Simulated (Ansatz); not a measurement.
Base system: AlSb in the zinc blende structure (space group F-43m, No. 216; a = 6.157 Å). Axes: x, y, z lie along the cube axes.

Level of theory: Kohn–Sham DFT with the PBEsol functional, run in Ansatz (a first-principles code) with PAW and 420 eV plane waves, no spin-orbit coupling.

Before the change:

- Valence-band top at Γ = 0.00, 0.00, 0.00 eV
- Volume per atom = 29.18 Å³
- Smallest direct gap = 1.47 eV

It is then changed as follows: biaxial strain +2.37 %, plane normal [110], relaxed out of plane (Cartesian); in-plane vectors clamped, the third vector and the atoms free.

Q: What happens to the valence-band top at Γ, volume per atom, smallest direct gap and energy relative to the base?

A: The valence-band top at Γ (three highest levels, from the VBM) changes from 0.00, 0.00, 0.00 eV to 0.00, -0.25, -0.29 eV; the volume per atom goes up by 0.978 Å³ to 30.15 Å³; the smallest direct gap shrinks by 0.47 eV, from 1.47 eV to 1.00 eV; the energy goes up by 11 meV/atom.

A biaxial case was relaxed in a doubled cell and then solved in the primitive one. With Sb present, leaving out spin-orbit coupling can change the band edges. No phonon test of stability was made.
